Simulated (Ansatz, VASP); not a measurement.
**Two plane-wave programs on CdSe**

```
CELL_PARAMETERS angstrom
4.06341 0.00000 0.00000
-2.03171 3.51902 0.00000
0.00000 0.00000 6.69692
ATOMIC_POSITIONS crystal
Cd 0.00000 0.00000 0.00000
Cd 0.00000 0.00000 0.50000
Se 0.33333 0.66667 0.25000
Se 0.66667 0.33333 0.75000
```

The cell was built by a generator and needn't be a form met in nature.

Alike in both runs: task single point; functional PBE; k mesh 12 × 12 × 8; occupations gaussian, width 0.1 eV; no spin polarisation.

|  | VASP | Ansatz |
| --- | --- | --- |
| version | VASP 6.6.1 | Ansatz 0.2.0 |
| potentials or method | VASP PAW PBE potentials, release 64 (Cd, Se) | scalar-relativistic, plane waves, PAW |
| plane-wave cutoff (eV) | 520 | 420 |
| valence electrons in the cell | 36 | 72 |

Ansatz gave:

```
gap on the k mesh at the Fermi level (eV) : none
pressure (GPa)                            : 0.0
```

Question: What did VASP give for the same quantities?

Answer: gap on the k mesh at the Fermi level (eV): none; pressure (GPa): 0.3.

A gap of «none» marks a metal or a gap that the smearing closes. The two sets of potentials don't hold the same shells in valence.
